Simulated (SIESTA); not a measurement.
**Li2O under changes of volume**

One of the cells (8.567 Å³/atom); the others are scaled copies at fixed shape and fractional positions:

```
O Li
1.0
     0.00000    2.34226    2.34226
     2.34226    0.00000    2.34226
     2.34226    2.34226    0.00000
O Li
1 2
Direct
  0.00000 0.00000 0.00000
  0.25000 0.25000 0.25000
  0.75000 0.75000 0.75000
```

The cell comes from a database or a generator and needn't be the stable form of this composition.

```yaml
Program: SIESTA 5.4.2
Functional: PBE
Potentials_or_basis: PseudoDojo 0.4 standard (PBE files)
Basis: DZP (energy shift 0.003 Ry; two zetas on semicore shells)
Grid_cutoff: 800 Ry
Energy_shift: 0.003 Ry
k_mesh: 10 × 10 × 10
Occupations: fermi-dirac, width 0.05 eV
Spin: no spin polarisation
```

```tsv
volume (Å³/atom)	energy over the lowest point (meV/atom)	pressure (GPa)	gap on the mesh (eV)
7.895	7.99	5.5	5.19
8.063	3.21	3.5	5.15
8.231	0.46	1.7	5.12
8.567	0.00	-1.2	4.93
8.735	2.01	-2.6	4.80
8.903	?	?	?
```

**Question.** What does the run at 8.903 Å³/atom give?

**Answer.** Energy over the lowest point 5.44 meV/atom; pressure -3.9 GPa; gap on the mesh 4.67 eV.

Worked out: A Birch-Murnaghan fit of order 3 (a polynomial in V^(-2/3)) to the other rows has its minimum at 8.42 Å³/atom with B0 = V·E''(V) = 75 GPa and B' = 4.5. It gives 5.28 meV/atom at 8.903 Å³/atom, against the run's 5.44, and -dE/dV = -3.7 GPa, against -3.9. A parabola through the other rows of the gap, of slope -8.57 eV per unit of ln V there, extrapolates to 4.65 eV, against the run's 4.67.

Energies are extrapolated to zero smearing.

Caveats: the basis of atomic orbitals isn't converged, which shifts pressures, moduli and gaps.

A mesh can miss the band edges.
